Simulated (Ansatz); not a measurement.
# HfO₂ (Fm-3m), random displacements

Theory: DFT r2SCAN, scalar-relativistic, plane waves, PAW (Ansatz 0.2.0). The runs took a 500 eV cutoff, a Γ-centred 6×6×6 mesh and Gaussian smearing (0.05 eV). Spin–orbit coupling is left out, which matters for the heavy elements here. No spin polarisation. Energies are free energies at this smearing, counted from the undisturbed cell; pressure is positive in compression.

The starting cell (relaxed at this level; this fluorite-type form isn't the usual structure):

```yaml
crystal:
  lattice:
    - [5.05832, 0.00000, 0.00000]
    - [0.00000, -5.05832, 0.00000]
    - [0.00000, 0.00000, -5.05832]
  atoms:
    - { symbol: Hf, position: [0.50000, 0.00000, 0.50000] }
    - { symbol: Hf, position: [0.00000, 0.50000, 0.50000] }
    - { symbol: Hf, position: [0.00000, 0.00000, 0.00000] }
    - { symbol: Hf, position: [0.50000, 0.50000, 0.00000] }
    - { symbol: O, position: [0.25000, 0.25000, 0.25000] }
    - { symbol: O, position: [0.75000, 0.75000, 0.25000] }
    - { symbol: O, position: [0.75000, 0.25000, 0.75000] }
    - { symbol: O, position: [0.25000, 0.75000, 0.75000] }
    - { symbol: O, position: [0.75000, 0.75000, 0.75000] }
    - { symbol: O, position: [0.25000, 0.25000, 0.75000] }
    - { symbol: O, position: [0.25000, 0.75000, 0.25000] }
    - { symbol: O, position: [0.75000, 0.25000, 0.25000] }
```

The atoms are displaced (Å, in the unstrained cell):

| atom | ux | uy | uz |
| --- | --- | --- | --- |
| Hf1 | -0.041 | -0.123 | -0.060 |
| Hf2 | -0.120 | -0.080 | -0.083 |
| Hf3 | -0.005 | 0.208 | -0.155 |
| Hf4 | -0.050 | 0.053 | -0.093 |
| O5 | 0.214 | -0.094 | -0.061 |
| O6 | -0.151 | 0.131 | 0.233 |
| O7 | 0.158 | -0.070 | -0.022 |
| O8 | 0.115 | -0.159 | 0.160 |
| O9 | -0.163 | -0.164 | 0.151 |
| O10 | 0.097 | 0.000 | 0.076 |
| O11 | 0.110 | 0.111 | 0.036 |
| O12 | -0.165 | 0.187 | -0.183 |

Strain (Voigt, engineering shear): (-0.0195, -0.0398, -0.0124, 0.0332, 0.0157, -0.0576).

**Question.** What are the energy change, the stress and the forces?

**Answer.** ΔE = 551.6 meV/atom; stress (xx, yy, zz, yz, xz, xy; compression positive) (44.94, 51.42, 36.60, -15.13, 4.91, 2.68) GPa; gap on the mesh 3.26 eV.
| atom | Fx (eV/Å) | Fy | Fz |
| --- | --- | --- | --- |
| Hf1 | -1.37 | 0.60 | -0.40 |
| Hf2 | 1.52 | 1.08 | -0.28 |
| Hf3 | -0.53 | -3.05 | 3.09 |
| Hf4 | 0.61 | 2.18 | 5.18 |
| O5 | -7.94 | 0.82 | 2.67 |
| O6 | 4.75 | -1.24 | -2.07 |
| O7 | -0.49 | -0.13 | -2.08 |
| O8 | -6.12 | 4.47 | -3.54 |
| O9 | 6.42 | 3.83 | -2.72 |
| O10 | -1.53 | -2.83 | -2.81 |
| O11 | -3.52 | -3.12 | -1.30 |
| O12 | 8.20 | -2.63 | 4.27 |

Cost: 1 run of about 3.2 core-minutes, on Oxide Virtual Turin-like Processor (Zen 5) (shared hosts).